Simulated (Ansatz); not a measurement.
**SiC: electrons, doping and thermopower**

Plane-wave DFT in Ansatz, LDA, scalar-relativistic PAW potentials, cutoff 420 eV, no spin-orbit coupling; no spin polarisation. SiC in space group P6_3mc. Boltzmann transport at 300 K in rigid bands with one relaxation time, bands interpolated from the k mesh 12×12×6; values are means over x, y, z.

```csv
electrons (cm⁻³),size of S (μV/K),σ/τ (Ω⁻¹ m⁻¹ s⁻¹)
10^18,422.9,7.88e+16
10^19,?,7.87e+17
10^20,77.9,7.72e+18
10^21,24.4,6.9e+19
```

**Question.** Take the lowest doping as non-degenerate: get the effective density of states and the masses, and predict the missing S.

**Answer.** For parabolic bands and one τ, |S| = (k_B/e)(5/2 − η) with k_B/e = 86.17 μV/K and n = N e^η. The first row gives η = -2.41, N = 1.11×10¹⁹ cm⁻³ and, from N = 2.509×10¹⁹ cm⁻³ × m_d^(3/2), a density-of-states mass of 0.58 mₑ (all valleys and bands together). σ/τ = ne²/m_c gives a conductivity mass of 0.36 mₑ; m_d is 1.6 times m_c, the sign of several valleys, several bands or anisotropy. A decade of doping costs (k_B/e) ln 10 = 198.4 μV/K, which predicts 224 μV/K; the run gave 230.6. There η would be -0.1, where Fermi statistics set in and S falls more slowly. At 10^21 cm⁻³ the rule would give -172 μV/K against 24.4: the gas is degenerate there. Scattering that depends on energy changes the 5/2, and whether such doping can be reached wasn't computed.

Cost: about 3.5 core-minutes for the runs cited, on Arm Neoverse V1 (shared hosts).

The thermopower falls with doping because the Fermi level rises towards and then into the conduction band, so each electron carries less energy relative to it. Once the gas is degenerate, only states near the Fermi level contribute, and their contributions above and below it largely cancel. S therefore stays finite and keeps its sign where the classical rule fails.

The larger density-of-states mass fits the indirect gap of hexagonal SiC. Its conduction minima lie away from the zone centre, and equivalent valleys add states without making each electron heavier in transport. σ/τ grows almost in proportion to the electron count but lags at the highest doping, which suggests non-parabolic dispersion or the filling of heavier states.

Among the dopings listed, S²σ/τ is largest at 10^20 cm⁻³, though the maximum is shallow, as rising conductivity nearly offsets the falling S. This doesn't establish an optimum doping for the real power factor, since ionised impurities would probably shorten τ as doping rises and favour lower concentrations.
